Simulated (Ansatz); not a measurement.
Crystal: SiNi3.

```
Ni Si
1.0
     1.29280    0.74640    7.66199
    -1.29280    0.74640    7.66199
     0.00000   -1.49280    7.66199
Ni Si
3 1
Direct
  0.25473 0.25473 0.25473
  0.50000 0.50000 0.50000
  0.74527 0.74527 0.74527
  0.00000 0.00000 0.00000
```

The cell comes from a database or a generator and needn't be the stable form of this composition.

Base run:

```yaml
Program: Ansatz 0.2.0
Functional: PBEsol
Potentials_or_basis: all-electron LAPW, scalar-relativistic
Cutoff: 280 eV
Density_cutoff: 1120 eV
Basis_error_allowed: 0.002 eV/atom
k_mesh: 12 × 12 × 12
Occupations: fermi-dirac, width 0.05 eV
Spin: collinear spin, ferromagnetic start
Starting_moments: "[1.0, 1.0, 1.0, 0.0] μB"
Hubbard_terms: Ni d U = 8 eV
```

Its results: band gap on the k mesh none (metal or under the smearing width); pressure 0.2 GPa; net moment 1.36 μB per cell; site moments Ni +0.09, +1.27; Si -0.02 μB; largest force 0.264 eV/Å.

Question: The run is repeated on the same cell with these changes: hubbard terms from Ni d U = 8 eV to Ni d U = 4 eV. What comes out?

Answer: Band gap on the k mesh none (metal or under the smearing width); pressure -0.9 GPa; net moment 1.14 μB per cell; site moments Ni +0.11, +0.93; Si +0.00 μB; largest force 0.253 eV/Å.

Caveats: the magnetic state may not be the lowest; U is the effective U less J, on atomic orbitals that reach past the spheres; the U is typed as a test and isn't derived for this compound.

Not every run made on this cell is shown here.
